A process engineer needs the band gap of silicon to estimate how many electrons and holes heat alone creates in a transistor channel. The same crystal has been calculated with five approximations for exchange and correlation, the part of the electron repulsion that density-functional theory must approximate. The atoms sit in the same places in every row.

VASP 6.6.1, plane-wave Kohn–Sham DFT with PAW potentials, for silicon in a fixed two-atom cell (Fd-3m, cubic edge 5.4357 Å), without spin polarisation or spin–orbit coupling. The plane-wave cutoff is 520 eV, the k-point mesh 10 × 10 × 10 and the Gaussian smearing 0.03 eV wide. Both gaps are read from bands along a path of special points.

| functional | potentials | gap on path (eV) | direct gap on path (eV) |
| --- | --- | --- | --- |
| LDA | VASP-PAW-LDA-potentials,-recommended | 0.473 | 2.523 |
| PBE | VASP-PAW-PBE-potentials,-recommended | 0.578 | 2.565 |
| PBEsol | VASP-PAW-PBE-potentials,-recommended | 0.461 | 2.516 |
| r2SCAN | VASP-PAW-PBE-potentials,-recommended | 0.777 | 2.757 |
| TB-mBJ | VASP-PAW-PBE-potentials,-recommended | 1.265 | 3.202 |

The "gap on path" is the energy from the highest filled level to the lowest empty one, wherever the two lie along the path through the bands. In silicon the filled level is at the centre of the Brillouin zone, Γ, and the empty one lies out towards the point X. The "direct gap on path" is the smallest step between filled and empty levels at one and the same point. The band energies of PBE and r2SCAN place it at Γ, and the same is expected for the other rows. Below, $E_g$ stands for the first gap and $E_d$ for the second.

**(a) LDA, PBE and PBEsol give nearly the same gap. Is this agreement a reason to trust it?**

*Solution.* It is not. The three gaps lie within 0.12 eV of one another, but all are less than half of the measured gap, which is roughly 1.2 eV as a recalled figure. Even PBE, the best of the three, falls short by about 0.6 eV. The common error is thus several times larger than the disagreement.

The three agree because they are built alike. Each computes the exchange-correlation potential at a point from the electron density there, and PBE and PBEsol add how the density varies nearby. Changing from one to another tests the details of this recipe, while an error of the recipe itself stays in all three. Their spread is therefore no error bar.

A more telling test is to change the kind of approximation. r2SCAN also uses the kinetic-energy density, which records how steeply the occupied orbitals vary, and its gap is 0.20 eV above PBE's. TB-mBJ, a model potential made for band gaps, lies 0.69 eV above PBE, about six times the spread of the first three. A result that holds within a family and moves this much outside it depends on what the family has in common.

Numerical settings do not explain such a change. Reading the gap from the regular mesh of points instead of the path alters it by about 0.01 eV at most. The shared cell is the one that PBEsol prefers, so LDA is slightly stretched in it and PBE slightly squeezed, by less than 2 GPa in each case. Silicon's gap changes by only one or two hundredths of an eV per GPa, again as a rough recalled figure, so letting each functional choose its own lattice would not repair the shortfall.

**(b) Why is the gap too small, and is the missing piece better pictured as an amount of energy or as a percentage?**

*Solution.* A band gap is the cost of taking an electron out of the crystal and putting it back as an extra electron, far from the hole it left. The calculation instead reads the gap from the levels of a crystal with a fixed number of electrons. Theory connects the two by

$$E_g^{\text{true}} = E_g^{\text{levels}} + \Delta,$$

where $E_g^{\text{levels}}$ is the gap between the levels in the exact Kohn–Sham potential. The term $\Delta$ is the jump of that potential when the first extra electron arrives.

The jump is easy to miss because the extra electron spreads over the whole crystal and hardly changes the density at any one point. A potential computed smoothly from the density then hardly changes either, so in LDA, PBE and PBEsol $\Delta$ is zero. The exact potential must respond to something the local density barely reveals. The filled bonding states are complete, and the newcomer has to enter an antibonding state. This is the standard explanation of the small gaps, and it is argued from theory, since no row contains the exact potential.

The jump is the same everywhere in the crystal, which suggests a simple picture. Suppose that a better treatment lifts all empty levels by one common amount relative to the filled ones. The direct gap should then grow by as much as the indirect gap:

$$E_d \approx E_d^{\text{PBE}} + \left(E_g - E_g^{\text{PBE}}\right).$$

PBE serves as the starting point, and there is no adjustable constant. For TB-mBJ the indirect gap enters as input, while the direct gap is left to be predicted:

$$E_d \approx 2.565 + (1.265 - 0.578) = 3.252\ \text{eV}.$$

The calculation gives 3.202 eV, so the estimate is 0.05 eV too high. If the error were a percentage instead, both gaps would grow by the same factor, and the direct gap would come out near 5.6 eV. The missing piece between PBE and TB-mBJ is plainly closer to an amount than to a percentage.

This explains why the failure is easy to overlook in the direct gap. PBE gives 80% of the TB-mBJ value there, but only 46% for the indirect gap. The loss in eV is similar, and it weighs more on the smaller quantity. Germanium, silicon's neighbour below, shows where this leads: its gap is smaller still, and such functionals are well known to close it or nearly so. In diamond, the neighbour above, the gap is also too small, but the material remains an obvious insulator.

The common shift does less well inside the first family. From PBE to PBEsol the indirect gap falls by 0.117 eV and the direct gap by only 0.049 eV. Assuming no change at all in the direct gap would be the better guess for this pair. Nothing calls for a common shift here, because neither functional has a jump to gain or lose. They differ in the shape of their potentials, and a change of shape acts on each state according to where its electron spends its time. The LDA row behaves in much the same way, but it also uses its own description of the atomic cores, so its small difference from PBEsol should not be interpreted.

The good estimate for TB-mBJ does not prove that the jump has been restored. TB-mBJ is itself a single potential felt by all electrons, and it opens the gap by changing its shape. It contains a term that grows where the orbitals vary steeply for the density present, and this is expected to raise the space between the bonds relative to the bonds themselves. Bonding electrons should avoid much of this rise, while electrons in the empty states feel more of it. The reshaped potential thus imitates the effect of $\Delta$ on the gap.

**(c) Can a PBE band structure be repaired by moving all its empty bands up by one amount, and what happens in a device estimate if the gap is left as it is?**

*Solution.* The two gaps in the table make the repair look safe. From PBE to r2SCAN they grow by 0.199 and 0.192 eV, almost the same amount. But two gaps test only two empty levels. The band energies from the same calculations show others, and these do not follow.

At the zone boundary point L, the lowest empty level rises by 0.34 eV relative to the top of the filled bands. At Γ, the empty level built mainly from s orbitals rises by 0.61 eV, three times as much as the p-like level that sets the direct gap. The filled bands change too, and their total width grows by 0.57 eV. A uniform shift would leave that width alone and give all the empty levels the same rise.

A likely reason lies in what r2SCAN adds. Because it depends on the kinetic-energy density, its equation for the orbitals contains a term that acts like extra kinetic energy, with a strength that varies through the crystal. An orbital that changes sign in the middle of a bond varies steeply there and can be pushed up more than a smooth one. This lets the functional distinguish bonding from antibonding states and so recover part of the missing gap, but the push differs from state to state. The uneven rises fit this account, although the calculations do not isolate the term.

The step from PBE to r2SCAN is therefore not a uniform shift, although the two gaps alone suggest one. This does not show that the repair itself fails, because r2SCAN still leaves much of the gap missing and is no reference for the true bands. For silicon, methods that treat the adding and removing of an electron explicitly, such as GW, are known to raise the low empty bands by nearly the same amount. A shift chosen to match the measured gap is thus a fair first repair. For the transfer of fast electrons to L, or optical absorption well above the direct gap, the spacing between the empty levels matters too, and it is worth checking with such a method, since that spacing depends on the functional.

For the channel at rest, the size of the gap matters most. In pure silicon the number of thermally created electrons and holes follows

$$n_i \propto e^{-E_g/(2k_BT)},$$

where $k_B$ is Boltzmann's constant and $T$ the temperature. At 300 K, $2k_BT$ is about 0.052 eV. The 0.69 eV between the PBE and TB-mBJ gaps is some 13 times as large, and with all else equal PBE predicts more carriers by a factor between $10^5$ and $10^6$. An engineer who used the PBE gap would therefore overestimate the thermal carriers, and the leakage they cause, by several powers of ten. A loss that looks modest on a band diagram thus ruins an estimate in which the gap stands in an exponent.

r2SCAN moves in the right direction but covers less than a third of the way from PBE to TB-mBJ, so it does not remove the problem. TB-mBJ comes within about 0.1 eV of the rough measured gap, but its parameters were adjusted to measured gaps of solids, so this closeness is no independent test of the theory. Its direct gap is still some 0.2 eV below the roughly 3.4 eV recalled for silicon. It also supplies no total energy, so it cannot determine the lattice or the forces on the atoms. A sensible division of work takes the structure from a functional with an energy and the gap from a method made for gaps, or from measurement where one exists.
